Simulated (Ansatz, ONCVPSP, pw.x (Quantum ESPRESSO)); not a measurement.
**boron (B): does the ONCV potential hold in the solid?**

ONCVPSP 4.0.1.1 (patched build) input, shortened (lines: element, Z, core and valence counts, functional; n l f; lmax; l rc ep ncon nbas qcut; lloc lpopt rc5 dvloc0; l nproj debl; icmod fcfact rcfact), PBE, scalar-relativistic:

```
  B 5.00    1    2        4      upf
    1    0    2.00
    2    0    2.00
    2    1    1.00
    2
    0    1.50    0.00    4    8    3.80
    1    3.70    0.00    4    8    4.20
    2    2.85    0.21    5    8    3.60
    4    2    0.95    0.00
    0    2    3.10
    1    3    1.70
    2    2    1.80
    0    0.00    0.00
```

Crystal test: diamond B in pw.x 7.5, no spin, 11³ k-points, Fermi–Dirac smearing 0.01 Ry, cutoffs 160/640 Ry. The reference is all-electron LAPW (Ansatz 0.2.0) with the same functional, mesh and smearing; V0 and B0 come from Birch–Murnaghan fits to the pressures at five volumes. Errors are pseudo minus all-electron; Δ is the rms difference of the E(V) curves that follow from these fits, minima aligned, over ±6 % about the mean V0. Mesh and smearing are coarse, so the numbers serve the comparison and aren't converged zero-temperature values; the lattice is a test structure that the element need not adopt.

All-electron: a0 = 4.053 Å (V0 = 8.32 Å³/atom), B0 = 175.9 GPa.

Task: How far does the potential miss the all-electron equation of state?

Result: mean pressure error (GPa): -58.11. The pressure does not cross zero within the volumes sampled, so no fit is given. The largest radius (3.70 bohr) exceeds half the bond length (1.66 bohr), so the spheres overlap, which is one possible source of error among others. This is a poor potential for the solid.

| V (Å³/atom) | P all-electron (GPa) | P pseudo (GPa) |
| --- | --- | --- |
| 7.899 | 10.02 | -53.28 |
| 8.107 | 4.78 | -55.84 |
| 8.315 | 0.11 | -57.91 |
| 8.523 | -4.05 | -59.56 |
| 8.731 | -7.77 | -60.85 |

Task: At the middle volume, how do free energy and pressure move when the wave cutoff is lowered (ecutrho kept at four times it)?

Result:

```tsv
cutoff (Ry)	shift of F (meV/atom)	shift of P (GPa)
72	+19.3	-0.33
96	+13.5	+0.20
128	+6.9	-0.44
```

The run at the middle volume (56 k-points, 7 iterations) took about 55 s on one core of a shared host (Neoverse-N1, 64 threads, 124 GiB, load 57).
